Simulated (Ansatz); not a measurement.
A strain series on KCl (CsCl type): xy shear, engineering strain (angle)

KCl, CsCl type, relaxed with r2SCAN in the PAW code Ansatz, then strained (xy shear, engineering strain (angle); angles, axes as in the cell below) with the atoms relaxed again within the symmetry that is left. The symmetry is Pm-3m (No. 221, cubic); conventional cell a = 3.771 Å, 26.82 Å³ an atom. K has 8 Cl at 3.27 Å; Cl has 8 K at 3.27 Å. Values at 0 K without nuclear motion; spin polarisation is off, and the phase may be a hypothetical one.

```xyz
2
Lattice="3.7712 0.0000 0.0000 0.0000 3.7712 0.0000 0.0000 0.0000 3.7712" Properties=species:S:1:pos:R:3 pbc="T T T"
K     0.0000    0.0000    0.0000
Cl    1.8856    1.8856    1.8856
```

Gaps are the least over each mesh (PBE 8×8×8, r2SCAN 8×8×8, HSE06 6×6×6 when unstrained) and the special points, which keep their unstrained names; stress is the change from the unstrained cell, compression positive.

```
strain (%)  gap, PBE (eV)  gap, r2SCAN (eV)  gap, HSE06 (eV)  edges, HSE06  xy stress, r2SCAN (GPa)  energy rise, r2SCAN (meV/atom)
     -0.85          5.031             5.801            6.365         M → Γ                    +0.07                             0.0
       0.0          5.030             5.801            6.365         M → Γ                     0.00                             0.0
     +1.43          5.031             5.802            6.366         M → Γ                    -0.11                             0.1
     +1.48          5.031             5.802            6.366         M → Γ                    -0.12                             0.1
     +1.86          5.031             5.802            6.366         M → Γ                    -0.15                             0.2
     +4.31          5.034             5.804            6.369         M → Γ                    -0.35                             1.2
```

The meshes of the hybrids are coarse, so their gaps aren't converged to the digits shown.
